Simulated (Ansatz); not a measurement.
As: density of states with PBEsol

The system is As.

```
As
1.0
     1.88080    1.08588    3.51406
    -1.88080    1.08588    3.51406
     0.00000   -2.17176    3.51406
As
2
Direct
  0.22600 0.22600 0.22600
  0.77400 0.77400 0.77400
```

* Program: Ansatz 0.2.0
* Task: density of states
* Functional: PBEsol
* Potentials or basis: all-electron PAW datasets made for the crystal
* Cutoff: 240 eV (chosen from the basis error)
* k mesh: 9 × 9 × 9
* Occupations: fermi-dirac, width 0.05 eV
* Spin: no spin polarisation

```
Pressure               : 0.3 GPa
Largest force          : 0.368 eV/Å
Band gap on the k mesh : none (metal or under the smearing width)
```

Forces in eV/Å, atoms in the order of the input:
```
As   0.000  0.000  0.368
As   0.000  0.000 -0.368
```

Stress tensor (GPa, compression positive):
```
 0.51  0.00  0.00
 0.00  0.51  0.00
 0.00  0.00 -0.18
```

Levels at points of the mesh, in eV from the Fermi level:
| k point | band 3 | band 4 | band 5 | band 6 | band 7 | band 8 |
| --- | --- | --- | --- | --- | --- | --- |
| (0.00, 0.00, 0.00) | -2.47 | -2.01 | -2.01 | 1.60 | 2.91 | 2.91 |

States per cell in windows of 1 eV (zero at the Fermi level; states under -8 eV left out):
| from (eV) | total |
| --- | --- |
| -8.0 | 0.14 |
| -7.0 | 0.12 |
| -6.0 | 0.84 |
| -5.0 | 1.05 |
| -4.0 | 1.40 |
| -3.0 | 1.35 |
| -2.0 | 0.89 |
| -1.0 | 0.41 |
| 0.0 | 0.33 |
| 1.0 | 1.64 |
| 2.0 | 1.39 |
| 3.0 | 1.21 |
| 4.0 | 0.86 |
| 5.0 | 0.96 |

It took 5.3 s on 1 thread of Arm Neoverse V2 (shared host), peak memory 0.36 GiB.

Caveat: the program warned that the printed levels may be off, so bands, gaps and densities of states are rough.
